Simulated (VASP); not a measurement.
# ZnS in VASP: one cell, several levels of theory

ZnS built on the zincblende prototype, under +1.0 % strain along z alone is computed at one geometry. Runs: PBE, r2SCAN. The results are then set beside those of Ansatz 0.2.0 for the same cell.

The runs shown are made with VASP 6.6.1. PAW datasets, plane waves. Computed at 0 K without zero-point motion; spin polarisation is off.

## 1. The structure to begin with

The cell comes from an earlier relaxation with r2SCAN in another program, then strained, with the atoms relaxed again.

Space group I-4m2 (No. 119), tetragonal; conventional cell a = 3.810 Å, c = 5.442 Å, 19.75 Å³ an atom. Zn has 4 S at 2.34 Å; S has 4 Zn at 2.34 Å.

The structure in full:

```cif
data_structure
_symmetry_space_group_name_H-M 'P 1'
_symmetry_Int_Tables_number 1
_cell_length_a 3.8291
_cell_length_b 3.8291
_cell_length_c 3.8100
_cell_angle_alpha 60.165
_cell_angle_beta 60.165
_cell_angle_gamma 59.670
_cell_volume 39.50
loop_
_atom_site_label
_atom_site_type_symbol
_atom_site_fract_x
_atom_site_fract_y
_atom_site_fract_z
_atom_site_occupancy
Zn1 Zn 0.00000 0.00000 0.00000 1
S1 S 0.25000 0.25000 0.25000 1
```

## 2. PBE

INCAR reads:

```
ENCUT = 520.000000
SIGMA = 0.020000
EDIFF = 1.00e-07
GGA = PE
PREC = Accurate
IBRION = -1
ISIF = 2
ISMEAR = -1
NBANDS = 16
NELM = 120
NSW = 0
LASPH = .TRUE.
LCHARG = .FALSE.
LWAVE = .FALSE.
LREAL = .FALSE.
```

KPOINTS reads:

```
KPOINTS created by Atomic Simulation Environment
0
Gamma
8 8 8
0 0 0
```

KPOINTS_OPT reads:

```
special points
6
Reciprocal
0.0000000000 0.0000000000 0.0000000000 1
-0.5000000000 -0.5000000000 0.0000000000 1
-0.3750000000 -0.3750000000 0.2500000000 1
-0.3750000000 0.0000000000 0.3750000000 1
0.0000000000 0.0000000000 0.5000000000 1
-0.5000000000 -0.2500000000 0.2500000000 1
```

POSCAR reads:

```
Zn S
 1.0000000000000000
     0.0000000000000000    2.6940858314999998    2.7210266899000000
     2.6940858314999998    0.0000000000000000    2.7210266899000000
     2.6940858314999998    2.6940858314999998    0.0000000000000000
 Zn  S
   1   1
Cartesian
  0.0000000000000000  0.0000000000000000  0.0000000000000000
  1.3470429157499999  1.3470429157499999  1.3605133449500000
```

Potentials: the recommended PBE PAW datasets, 18 valence electrons in the neutral cell.

Started as:

```sh
mpirun -np 1 vasp_std
```

Printed to the terminal (iteration lines stand in OSZICAR):

```text
POSCAR found type information on POSCAR ZnS
 POSCAR found :  2 types and       2 ions
 LDA part: xc-table for (Slater+PW92), standard interpolation
 POSCAR, INCAR and KPOINTS ok, starting setup
 FFT: planning ... GRIDC
 FFT: planning ... GRID_SOFT
 FFT: planning ... GRID
 WAVECAR not read
 entering main loop
 Start KPOINTS_OPT (optional k-point list driver)
k-point batch [1-6\6]
```

OSZICAR:

```text
N       E                     dE             d eps       ncg     rms          rms(c)
DAV:   1     0.885118419595E+02    0.88512E+02   -0.89240E+03  1888   0.134E+03
DAV:   2    -0.146485603926E+01   -0.89977E+02   -0.84061E+02  2128   0.257E+02
DAV:   3    -0.721543590607E+01   -0.57506E+01   -0.57250E+01  2384   0.636E+01
DAV:   4    -0.727393553236E+01   -0.58500E-01   -0.58488E-01  2312   0.673E+00
DAV:   5    -0.727461951534E+01   -0.68398E-03   -0.68397E-03  2472   0.695E-01    0.686E+00
DAV:   6    -0.686782903441E+01    0.40679E+00   -0.73461E-01  2816   0.300E+01    0.537E+00
DAV:   7    -0.684755129770E+01    0.20278E-01   -0.24926E-01  2256   0.450E+00    0.272E+00
DAV:   8    -0.684682889211E+01    0.72241E-03   -0.51059E-03  2512   0.864E-01    0.710E-01
DAV:   9    -0.684707185481E+01   -0.24296E-03   -0.12514E-03  2336   0.283E-01    0.986E-02
DAV:  10    -0.684724394127E+01   -0.17209E-03   -0.24192E-04  2344   0.132E-01    0.497E-02
DAV:  11    -0.684723401932E+01    0.99220E-05   -0.33970E-05  2200   0.722E-02    0.814E-03
DAV:  12    -0.684723455528E+01   -0.53596E-06   -0.39066E-06  2560   0.198E-02    0.493E-03
DAV:  13    -0.684723473973E+01   -0.18445E-06   -0.79795E-07  2280   0.685E-03    0.289E-03
DAV:  14    -0.684723472892E+01    0.10811E-07   -0.28219E-08  1792   0.216E-03
   1 F= -.68472347E+01 E0= -.68472347E+01  d E =-.755687E-11
       N       E                     dE             ncg
DAV:   1     0.179137156376E+04   -0.34422E+04      192
DAV:   2     0.126621241849E+04   -0.52516E+03      232
DAV:   3     0.123727829414E+04   -0.28934E+02      240
DAV:   4     0.123702234479E+04   -0.25595E+00      248
DAV:   5     0.123701951515E+04   -0.28296E-02      240
DAV:   6     0.123701946694E+04   -0.48215E-04      232
DAV:   7     0.123701946592E+04   -0.10136E-05      248
DAV:   8     0.123701946590E+04   -0.19231E-07      184
```

The lines after F= are the extra pass for the points of KPOINTS_OPT, at fixed density; their E is not a total energy.

Parts of OUTCAR:

```text
k-points           NKPTS =     59   k-points in BZ     NKDIM =     59   number of bands    NBANDS=     16

   NELECT =      18.0000    total number of electrons

   dimension x,y,z NGX =    28 NGY =   28 NGZ =   28
   dimension x,y,z NGXF=    56 NGYF=   56 NGZF=   56

  energy-cutoff  :      520.00
  volume of cell :       39.50
      direct lattice vectors                 reciprocal lattice vectors
     0.000000000  2.694085831  2.721026690    -0.185591711  0.185591711  0.183754170
     2.694085831  0.000000000  2.721026690     0.185591711 -0.185591711  0.183754170
     2.694085831  2.694085831  0.000000000     0.185591711  0.185591711 -0.183754170

 k-points in reciprocal lattice and weights: KPOINTS created by Atomic Simulation Env
   0.00000000  0.00000000  0.00000000       0.002
   0.12500000  0.00000000  0.00000000       0.016
   0.25000000  0.00000000  0.00000000       0.016
   0.37500000  0.00000000  0.00000000       0.016
   0.50000000  0.00000000  0.00000000       0.008
   0.12500000  0.12500000  0.00000000       0.004
   0.25000000  0.12500000  0.00000000       0.016
   0.37500000  0.12500000  0.00000000       0.016
[... 51 more k-points ...]

 E-fermi :   2.5073

 k-point     1 :       0.0000    0.0000    0.0000
  band No.  band energies     occupation
      1     -11.0360      2.00000
      2      -4.2420      2.00000
      3      -4.2360      2.00000
      4      -4.2360      2.00000
      5      -3.7427      2.00000
      6      -3.7399      2.00000
      7       2.0723      2.00000
      8       2.1077      2.00000
      9       2.1077      2.00000
     10       4.2051      0.00000
     11       8.4936      0.00000
     12       8.4944      0.00000
     13       8.4944      0.00000
     14      13.7666      0.00000
     15      13.9404      0.00000
     16      13.9672      0.00000

 k-point     2 :       0.1250    0.0000    0.0000
  band No.  band energies     occupation
      1     -10.9195      2.00000
      2      -4.2372      2.00000
      3      -4.2188      2.00000
      4      -4.2149      2.00000
      5      -3.7440      2.00000
      6      -3.7419      2.00000
      7       0.9819      2.00000
      8       1.9346      2.00000
      9       1.9634      2.00000
     10       5.0253      0.00000
     11       8.3993      0.00000
     12       8.7450      0.00000
     13       8.7511      0.00000
     14      13.1995      0.00000
     15      13.3303      0.00000
     16      14.7517      0.00000

 k-point     3 :       0.2500    0.0000    0.0000
  band No.  band energies     occupation
      1     -10.6152      2.00000
      2      -4.1899      2.00000
      3      -4.1734      2.00000
      4      -4.1683      2.00000
      5      -3.7398      2.00000
      6      -3.7397      2.00000
      7      -0.7339      2.00000
      8       1.6085      2.00000
      9       1.6488      2.00000
     10       5.5686      0.00000
     11       9.0153      0.00000
     12       9.1174      0.00000
     13       9.1384      0.00000
     14      13.0412      0.00000
     15      13.0920      0.00000
     16      14.3070      0.00000

 k-point     4 :       0.3750    0.0000    0.0000
  band No.  band energies     occupation
      1     -10.2697      2.00000
      2      -4.1386      2.00000
      3      -4.1311      2.00000
      4      -3.9717      2.00000
      5      -3.7242      2.00000
      6      -3.7215      2.00000
      7      -2.2553      2.00000
      8       1.3178      2.00000
      9       1.3683      2.00000
     10       5.4831      0.00000
     11       9.0674      0.00000
     12       9.1445      0.00000
     13      10.3603      0.00000
     14      13.9321      0.00000
     15      14.1588      0.00000
     16      14.2013      0.00000

 k-point     5 :       0.5000    0.0000    0.0000
  band No.  band energies     occupation
      1     -10.1110      2.00000
      2      -4.1275      2.00000
      3      -4.1192      2.00000
      4      -3.7130      2.00000
      5      -3.7094      2.00000
      6      -3.5390      2.00000
      7      -3.1868      2.00000
      8       1.2048      2.00000
      9       1.2593      2.00000
     10       5.4030      0.00000
     11       8.9829      0.00000
     12       9.0670      0.00000
     13      10.9698      0.00000
     14      14.2585      0.00000
     15      15.4637      0.00000
     16      15.5379      0.00000

 k-point     6 :       0.1250    0.1250    0.0000
  band No.  band energies     occupation
      1     -10.8824      2.00000
      2      -4.2609      2.00000
      3      -4.1968      2.00000
      4      -4.1968      2.00000
      5      -3.7594      2.00000
      6      -3.7293      2.00000
      7       1.0074      2.00000
      8       1.7039      2.00000
      9       1.7039      2.00000
     10       5.3782      0.00000
     11       7.7989      0.00000
     12       9.1266      0.00000
     13       9.1266      0.00000
     14      12.0915      0.00000
     15      14.1370      0.00000
     16      15.2276      0.00000

 k-point     7 :       0.2500    0.1250    0.0000
  band No.  band energies     occupation
      1     -10.6412      2.00000
      2      -4.2505      2.00000
      3      -4.1479      2.00000
      4      -4.1477      2.00000
      5      -3.7671      2.00000
      6      -3.7199      2.00000
      7      -0.2644      2.00000
      8       1.3308      2.00000
      9       1.3800      2.00000
     10       6.1219      0.00000
     11       7.6959      0.00000
     12       9.4835      0.00000
     13       9.7023      0.00000
     14      11.7733      0.00000
     15      14.0840      0.00000
     16      15.7920      0.00000

 k-point     8 :       0.3750    0.1250    0.0000
  band No.  band energies     occupation
      1     -10.3045      2.00000
      2      -4.1697      2.00000
      3      -4.1038      2.00000
      4      -4.0467      2.00000
      5      -3.7414      2.00000
      6      -3.7093      2.00000
      7      -1.7420      2.00000
      8       0.9440      2.00000
      9       1.0657      2.00000
     10       6.1959      0.00000
     11       8.3704      0.00000
     12       9.6906      0.00000
     13       9.8182      0.00000
     14      13.0045      0.00000
     15      14.7888      0.00000
     16      15.1639      0.00000

[... the tables of k-points 9 to 59 left out ...]

  Total        0.4455250      0.4455250      0.3456099      0.0000000     -0.0000000      0.0000000
  in kB       18.0716170     18.0716170     14.0188086      0.0000000     -0.0000000      0.0000000
  external PRESSURE =      16.7206809 kB  Pullay stress =       0.0000000 kB

 POSITION                                       TOTAL-FORCE (eV/Angst)
 -----------------------------------------------------------------------------------
      0.00000      0.00000      0.00000        -0.000000     -0.000000     -0.000000
      1.34704      1.34704      1.36051         0.000000      0.000000      0.000000
 -----------------------------------------------------------------------------------
    total drift:                                0.000000      0.000000      0.000001

  FREE ENERGIE OF THE ION-ELECTRON SYSTEM (eV)
  ---------------------------------------------------
  free  energy   TOTEN  =        -6.8472347289 eV

  energy  without entropy=       -6.8472347289  energy(sigma->0) =       -6.84723473
```

Hardware: 1 MPI rank of Intel Xeon Platinum 8488C, shared host.

The levels at the points of KPOINTS_OPT are read from vasprun.xml.

Near the gap, in eV above the top of the last filled band v; c is the band after it:

```tsv
point	v−1	v	c	c+1
Γ	0.00	0.00	2.10	6.39
X	-2.19	-2.19	3.43	4.13
U	-3.12	-1.78	4.17	6.00
K	-3.11	-1.83	4.10	5.93
L	-0.90	-0.85	3.30	6.88
W	-2.76	-2.72	5.71	6.04
```

The PBE gap is 2.10 eV, direct at Γ. Pressure: 1.67 GPa; the forces vanish within 0.01 eV/Å.

(Part 1 of 2 ends here.)
